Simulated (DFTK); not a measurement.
# Mo (Im-3m) in DFTK: a series of runs, part 2 of 2

DFTK 0.8.2.

### 4 Band structure, PBEsol

run.jl

```julia
using DFTK
using PseudoPotentialData
using Unitful, UnitfulAtomic
using LinearAlgebra, Printf
include("save.jl")
disable_threading()

# lattice vectors are the columns
lattice = austrip(1u"Å") * [ -1.5838089719   1.5838089719   1.5838089719;
             1.5838089719  -1.5838089719   1.5838089719;
             1.5838089719   1.5838089719  -1.5838089719]
symbols   = [:Mo]
positions = [[0.0, 0.0, 0.0]]
pseudopotentials = Dict(:Mo => "Mo.upf")
elements = Dict(s => ElementPsp(s, pseudopotentials; rcut=10.0) for s in unique(symbols))
atoms    = [elements[s] for s in symbols]

build_model(lattice, positions; symmetries=true) =
    model_DFT(lattice, atoms, positions;
              functionals=PBEsol(),
              temperature=austrip(0.05u"eV"),
              smearing=Smearing.FermiDirac(),
              symmetries)
Ecut  = 45.0  # hartree
kgrid = [12, 12, 12]
tol   = 1e-6
to_GPa = ustrip(uconvert(u"GPa", 1u"hartree/bohr^3"))

model = build_model(lattice, positions)
basis = PlaneWaveBasis(model; Ecut, kgrid)
display(basis)
scfres = self_consistent_field(basis;
                               tol,
                               nbandsalg=AdaptiveBands(model; n_bands_converge=12))
display(scfres.energies)
@printf "Fermi level: %.6f eV\n" ustrip(auconvert(u"eV", something(scfres.εF, NaN)))
forces = compute_forces_cart(scfres)
println("Forces (eV/Å)")
for (s, f) in zip(symbols, forces)
    @printf "%-3s %12.6f %12.6f %12.6f\n" s ustrip.(auconvert.(u"eV/Å", f))...
end
stress = compute_stresses_cart(scfres)
println("Stress (GPa)")
display(round.(stress * to_GPa; digits=4))
println("Levels at the first k-point (eV): ", round.(ustrip.(auconvert.(u"eV", scfres.eigenvalues[1][1:scfres.n_bands_converge])); digits=4))
save_scf!(scfres; forces, stress)

points = Dict("G" => [0.0, 0.0, 0.0], "H" => [0.5, -0.5, 0.5], "P" => [0.25, 0.25, 0.25], "N" => [0.0, 0.0, 0.5])
segments = [("G", "H", 10), ("H", "N", 7), ("N", "G", 7), ("G", "P", 8), ("P", "H", 8), ("P", "N", 5)]
kcoords = vcat([[points[a] + t * (points[b] - points[a]) for t in range(0, 1, n)] for (a, b, n) in segments]...)
bands = compute_bands(scfres, ExplicitKpoints(kcoords); n_bands=14, tol=1e-5)
for (k, ε) in zip(bands.basis.kpoints, bands.eigenvalues)
    @printf "%d %8.4f %8.4f %8.4f " k.spin k.coordinate...
    println(join([@sprintf("%9.4f", e) for e in ustrip.(auconvert.(u"eV", ε .- scfres.εF))]))
end
results["band_energies"] = rows(bands.eigenvalues); results["band_kpoints"] = rows(kcoords)
```

Potentials or basis: SG15 1.2 (PBE).

On the command line:

```bash
$ julia --threads=1 run.jl  # save.jl only writes the numbers to a file and isn't shown; printed stress counts tension as positive; times include loading and compiling
```

Standard output:

```text
PlaneWaveBasis discretization:

    Ecut                 : 45.0 Ha
    fft_size             : (36, 36, 36), 46656 total points
    kgrid                : MonkhorstPack([12, 12, 12])
    num.   red. kpoints  : 1728
    num. irred. kpoints  : 72

    Discretized Model(gga_x_pbe_sol+gga_c_pbe_sol, 3D):
        lattice (in Bohr)    : [-2.99297  , 2.99297   , 2.99297   ]
                               [2.99297   , -2.99297  , 2.99297   ]
                               [2.99297   , 2.99297   , -2.99297  ]
        unit cell volume     : 107.24 Bohr³

        atoms                : Mo
        atom potentials      : ElementPsp(:Mo, "Mo.upf")

        num. electrons       : 14
        spin polarization    : none
        temperature          : 0.0018375 Ha
        smearing             : DFTK.Smearing.FermiDirac()

        terms                : Kinetic()
                               AtomicLocal()
                               AtomicNonlocal()
                               Ewald(nothing)
                               PspCorrection()
                               Hartree()
                               Xc(gga_x_pbe_sol, gga_c_pbe_sol)
                               Entropy()
n     Energy            log10(ΔE)   log10(Δρ)   Diag   Δtime
---   ---------------   ---------   ---------   ----   ------
  1   -68.50613764176                   -0.89    4.2    16.4s
  2   -68.51568094606       -2.02       -1.17    1.0    7.91s
  3   -68.51920068033       -2.45       -1.84    2.2    10.1s
  4   -68.51928536448       -4.07       -2.87    2.0    10.3s
  5   -68.51928797139       -5.58       -3.52    2.7    12.1s
  6   -68.51928802607       -7.26       -4.16    2.2    12.4s
  7   -68.51928802826       -8.66       -4.80    2.3    12.7s
  8   -68.51928802834      -10.10       -5.51    2.0    9.68s
  9   -68.51928802834      -11.77       -6.07    2.3    11.0s
Energy breakdown (in Ha):
    Kinetic             21.1940022
    AtomicLocal         -39.8339628
    AtomicNonlocal      5.2504973
    Ewald               -59.5805256
    PspCorrection       3.0101516
    Hartree             9.1845123
    Xc                  -7.7438719
    Entropy             -0.0000912

    total               -68.519288028338
Fermi level: 14.891392 eV
Forces (eV/Å)
Mo      0.000000     0.000000    -0.000000
Stress (GPa)
3×3 StaticArraysCore.SMatrix{3, 3, Float64, 9} with indices SOneTo(3)×SOneTo(3):
 9.292  0.0    0.0
 0.0    9.292  0.0
 0.0    0.0    9.292
Levels at the first k-point (eV): [-46.2707, -19.5305, -19.5305, -19.5305, 7.6703, 13.6058, 13.6058, 13.6058, 16.5695, 16.5695, 29.9474, 29.9474]
1   0.0000   0.0000   0.0000  -61.1621 -34.4219 -34.4219 -34.4219  -7.2211  -1.2856  -1.2856  -1.2856   1.6781   1.6781  15.0560  15.0560  15.0560  26.1200
1   0.0556  -0.0556   0.0556  -61.1474 -34.4817 -34.4489 -34.4489  -6.9524  -1.3014  -1.3014  -1.1661   1.3285   1.8022  15.3322  15.5024  15.5024  23.5910
1   0.1111  -0.1111   0.1111  -61.1057 -34.6415 -34.5271 -34.5271  -6.2018  -1.3015  -1.3015  -0.8132   0.4209   2.1426  16.0232  16.7425  16.7425  20.0807
1   0.1667  -0.1667   0.1667  -61.0436 -34.8523 -34.6482 -34.6482  -5.1425  -1.1798  -1.1798  -0.7644  -0.2446   2.6034  16.8853  17.1971  18.3925  18.3925
1   0.2222  -0.2222   0.2222  -60.9704 -35.0580 -34.7985 -34.7985  -4.1002  -1.9941  -0.8332  -0.8332   0.5064   3.0907  15.5016  17.7649  19.0705  19.0705
1   0.2778  -0.2778   0.2778  -60.8962 -35.2165 -34.9605 -34.9605  -3.5633  -3.1201  -0.1957  -0.1957   1.3856   3.7635  15.2823  17.3278  17.3278  18.5959
[... 37 lines left out ...]
1   0.0625   0.0625   0.4375  -60.9096 -35.7204 -34.8898 -34.4841  -4.9056  -3.3083   0.7489   1.7984   2.3408   5.7367  11.0639  12.3965  16.4512  22.7872
1   0.0000   0.0000   0.5000  -60.9124 -35.7706 -34.8520 -34.4328  -5.2340  -3.2986   1.5646   1.7043   2.3233   4.7376  11.3896  12.0876  17.2620  22.4204
```

It took 4.9 min on 1 thread of Intel Xeon at 2.50GHz (Skylake/Cascade Lake), shared host; peak memory 1.6 GiB.

What came out:

```
Free energy            : -1864.5048 eV
Pressure               : -9.3 GPa
Band gap on the k mesh : none (metal or under the smearing width)
```

Levels at the corners of the path, in eV from the Fermi level:
| point | band 3 | band 4 | band 5 | band 6 | band 7 | band 8 | band 9 | band 10 | band 11 | band 12 |
| --- | --- | --- | --- | --- | --- | --- | --- | --- | --- | --- |
| Γ | -34.42 | -34.42 | -7.22 | -1.29 | -1.29 | -1.29 | 1.68 | 1.68 | 15.06 | 15.06 |
| H | -35.35 | -35.35 | -5.32 | -5.32 | 3.99 | 3.99 | 3.99 | 8.98 | 8.98 | 8.98 |
| N | -34.85 | -34.43 | -5.23 | -3.30 | 1.56 | 1.70 | 2.32 | 4.74 | 11.39 | 12.09 |
| Γ | -34.42 | -34.42 | -7.22 | -1.29 | -1.29 | -1.29 | 1.68 | 1.68 | 15.06 | 15.06 |
| P | -35.11 | -35.11 | -2.56 | -2.56 | -2.56 | 2.44 | 2.44 | 9.40 | 11.45 | 11.45 |
| H | -35.35 | -35.35 | -5.32 | -5.32 | 3.99 | 3.99 | 3.99 | 8.98 | 8.98 | 8.98 |
| P | -35.11 | -35.11 | -2.56 | -2.56 | -2.56 | 2.44 | 2.44 | 9.40 | 11.45 | 11.45 |
| N | -34.85 | -34.43 | -5.23 | -3.30 | 1.56 | 1.70 | 2.32 | 4.74 | 11.39 | 12.09 |

Caveat: the potentials were made for another functional, which shifts forces and pressure.

### 5 Band structure, r2SCAN

run.jl, as its differences from that of step 4:

```diff
@@ -19,3 +19,3 @@
     model_DFT(lattice, atoms, positions;
-              functionals=PBEsol(),
+              functionals=r2SCAN(),
               temperature=austrip(0.05u"eV"),
```

On the command line:

```bash
$ julia --threads=1 run.jl  # save.jl only writes the numbers to a file and isn't shown; printed stress counts tension as positive; times include loading and compiling
```

It took 12 min on 1 thread of Intel Xeon at 2.50GHz (Skylake/Cascade Lake), shared host; peak memory 1.8 GiB.

The run converged. Its results:

- Free energy: -1866.1471 eV
- Pressure: -5.4 GPa
- Band gap on the k mesh: none (metal or under the smearing width)

Levels at the corners of the path, in eV from the Fermi level:
| point | band 3 | band 4 | band 5 | band 6 | band 7 | band 8 | band 9 | band 10 | band 11 | band 12 |
| --- | --- | --- | --- | --- | --- | --- | --- | --- | --- | --- |
| Γ | -35.97 | -35.97 | -7.78 | -1.38 | -1.38 | -1.38 | 1.93 | 1.93 | 15.68 | 15.68 |
| H | -36.94 | -36.94 | -5.52 | -5.52 | 4.10 | 4.10 | 4.10 | 9.28 | 9.28 | 9.28 |
| N | -36.41 | -35.98 | -5.54 | -3.50 | 1.38 | 1.88 | 2.58 | 4.87 | 11.87 | 12.58 |
| Γ | -35.97 | -35.97 | -7.78 | -1.38 | -1.38 | -1.38 | 1.93 | 1.93 | 15.68 | 15.68 |
| P | -36.68 | -36.68 | -2.80 | -2.80 | -2.80 | 2.71 | 2.71 | 9.94 | 11.84 | 11.84 |
| H | -36.94 | -36.94 | -5.52 | -5.52 | 4.10 | 4.10 | 4.10 | 9.28 | 9.28 | 9.28 |
| P | -36.68 | -36.68 | -2.80 | -2.80 | -2.80 | 2.71 | 2.71 | 9.94 | 11.84 | 11.84 |
| N | -36.41 | -35.98 | -5.54 | -3.50 | 1.38 | 1.88 | 2.58 | 4.87 | 11.87 | 12.58 |

Caveat: the potentials were made for another functional, which shifts forces and pressure.

### 6 Band structure, BJ06

run.jl, as its differences from that of step 5:

```diff
@@ -19,3 +19,3 @@
     model_DFT(lattice, atoms, positions;
-              functionals=r2SCAN(),
+              functionals=[:mgga_x_tb09, :lda_c_pw],
               temperature=austrip(0.05u"eV"),
@@ -36,12 +36,4 @@
 @printf "Fermi level: %.6f eV\n" ustrip(auconvert(u"eV", something(scfres.εF, NaN)))
-forces = compute_forces_cart(scfres)
-println("Forces (eV/Å)")
-for (s, f) in zip(symbols, forces)
-    @printf "%-3s %12.6f %12.6f %12.6f\n" s ustrip.(auconvert.(u"eV/Å", f))...
-end
-stress = compute_stresses_cart(scfres)
-println("Stress (GPa)")
-display(round.(stress * to_GPa; digits=4))
 println("Levels at the first k-point (eV): ", round.(ustrip.(auconvert.(u"eV", scfres.eigenvalues[1][1:scfres.n_bands_converge])); digits=4))
-save_scf!(scfres; forces, stress)
+save_scf!(scfres)
```

Potentials or basis: SG15 1.2 (PBE).

On the command line:

```bash
$ julia --threads=1 run.jl  # save.jl only writes the numbers to a file and isn't shown; printed stress counts tension as positive; times include loading and compiling
```

Run time: 4.5 min. Hardware: 1 thread of Intel Xeon at 2.50GHz (Skylake/Cascade Lake), shared host; peak memory 1.7 GiB.

It converged, with:

* Band gap on the k mesh: none (metal or under the smearing width)

Levels at the corners of the path, in eV from the Fermi level:
```csv
point,band 3,band 4,band 5,band 6,band 7,band 8,band 9,band 10,band 11,band 12
Γ,-34.54,-34.54,-6.94,-1.38,-1.38,-1.38,1.70,1.70,15.23,15.23
H,-35.46,-35.46,-5.21,-5.21,3.78,3.78,3.78,9.20,9.20,9.20
N,-34.96,-34.55,-5.14,-3.34,1.68,1.78,2.32,4.51,11.42,12.29
Γ,-34.54,-34.54,-6.94,-1.38,-1.38,-1.38,1.70,1.70,15.23,15.23
P,-35.21,-35.21,-2.55,-2.55,-2.55,2.44,2.44,9.68,11.47,11.47
H,-35.46,-35.46,-5.21,-5.21,3.78,3.78,3.78,9.20,9.20,9.20
P,-35.21,-35.21,-2.55,-2.55,-2.55,2.44,2.44,9.68,11.47,11.47
N,-34.96,-34.55,-5.14,-3.34,1.68,1.78,2.32,4.51,11.42,12.29
```

Caveat: the program leaves the constant c of mgga_x_tb09 at 1, so the potential is Becke-Johnson's (BJ06) and not Tran and Blaha's, with levels but no total energy; the potentials were made for another functional, which shifts forces and pressure.

### 7 For comparison

An earlier run on the cell as given: functional PBEsol; potentials or basis dojo.nc.sr.pbesol.v0_4_1.standard.upf (PBEsol); cutoff 1088 eV; k mesh 12 × 12 × 12; occupations fermi-dirac, width 0.05 eV; no spin polarisation.

* Pressure: -9.4 GPa
* Band gap on the k mesh: none (metal or under the smearing width)

### 8 Summary

| task | level | potentials or basis | k mesh | cutoff (eV) | valence electrons | gap on the mesh (eV) | pressure (GPa) |
| --- | --- | --- | --- | --- | --- | --- | --- |
| equation of state | LDA | cp2k.nc.sr.lda.v0_1.largecore.gth (LDA, GTH, large core) | 11 × 11 × 11 | 1116 | Mo 6 | - | - |
| band structure | LDA | SG15 1.2 (PBE) | 12 × 12 × 12 | 1225 | Mo 14 | none | -13.2 |
| band structure | PBEsol | SG15 1.2 (PBE) | 12 × 12 × 12 | 1225 | Mo 14 | none | -9.3 |
| band structure | r2SCAN | SG15 1.2 (PBE) | 12 × 12 × 12 | 1225 | Mo 14 | none | -5.4 |
| band structure | BJ06 | SG15 1.2 (PBE) | 12 × 12 × 12 | 1225 | Mo 14 | none | - |
| single point | PBEsol | dojo.nc.sr.pbesol.v0_4_1.standard.upf (PBEsol) | 12 × 12 × 12 | 1088 | Mo 14 | none | -9.4 |

Alike in all rows: no spin polarisation; cell as given; smearing fermi-dirac 0.05 eV.

Caveats: the potentials were made for another functional, which shifts forces and pressure (some runs); GTH potentials come without recommended cutoffs, and this one wasn't checked for convergence (some runs); this set keeps more shells in the core, which shifts pressures and gaps (some runs); the program leaves the constant c of mgga_x_tb09 at 1, so the potential is Becke-Johnson's (BJ06) and not Tran and Blaha's, with levels but no total energy (some runs).

Total energies depend on the potentials used, so only differences within one code and one set of settings carry meaning.
